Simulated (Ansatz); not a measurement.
A run of Ansatz 0.2.0 is set up as follows.

input.yaml

```yaml
crystal:
  lattice:
    - [0.0, 2.60165, 2.60165]
    - [2.60165, 0.0, 2.60165]
    - [2.60165, 2.60165, 0.0]
  atoms:
    - { symbol: S, position: [0.5, 0.5, 0.5] }
    - { symbol: Mg, position: [0.0, 0.0, 0.0] }
hamiltonian:
  xc: blyp
  pseudopotentials: { kind: paw }
kpoints:
  mp_grid: { grid: [5, 5, 5] }
scf:
  occupations: { method: fermi_dirac, width: 0.05 }
  n_extra_bands: 6
output:
  forces: true
  stress: true
  eigenvalues: true
  dos: { projected: true, de: 0.05, nscf_kmesh: { grid: [8, 8, 8] } }
  write_density: true
  write_potential: true
  elf: true
  volumetric_format: npy
```

Potentials or basis: Ansatz PAW.

The run is started by

```console
$ ansatz run input.yaml --threads 2 --pin off --max-ram 5632MiB --backend cpu --events-out ev --progress --plain --runs-dir out
```

Question: Estimate the band gap on the k mesh.

Answer: 3.25 eV, indirect (least direct gap 3.87 eV).

Question: What does it give for the pressure?

Answer: 3.8 GPa.

States per cell in windows of 1 eV (zero at the valence-band top; states under -8 eV left out):
| from (eV) | total | S 3p | Mg 3s | S 3s |
| --- | --- | --- | --- | --- |
| -8.0 | 0.00 | 0.00 | 0.00 | 0.00 |
| -7.0 | 0.00 | 0.00 | 0.00 | 0.00 |
| -6.0 | 0.00 | 0.00 | 0.00 | 0.00 |
| -5.0 | 0.34 | 0.26 | 0.07 | 0.01 |
| -4.0 | 1.36 | 1.13 | 0.17 | 0.05 |
| -3.0 | 1.03 | 0.93 | 0.05 | 0.02 |
| -2.0 | 1.89 | 1.78 | 0.04 | 0.01 |
| -1.0 | 1.39 | 1.35 | 0.00 | 0.00 |
| 0.0 | 0.00 | 0.00 | 0.00 | 0.00 |
| 1.0 | 0.00 | 0.00 | 0.00 | 0.00 |
| 2.0 | 0.00 | 0.00 | 0.00 | 0.00 |
| 3.0 | 0.16 | 0.01 | 0.11 | 0.01 |
| 4.0 | 0.57 | 0.06 | 0.31 | 0.02 |
| 5.0 | 1.47 | 0.13 | 0.44 | 0.07 |
| 6.0 | 1.14 | 0.04 | 0.07 | 0.00 |
| 7.0 | 1.40 | 0.04 | 0.09 | 0.01 |

Caveat: odd divisions of the mesh miss points on the zone boundary, where band edges often lie, so the gap on the mesh can be too wide; the PAW data sets come from PBE, with cores solved anew for the run's functional, which leaves a small shift of forces and pressure; the density of states is complete only up to the lowest level of the last band computed. A k mesh can miss the band edges.
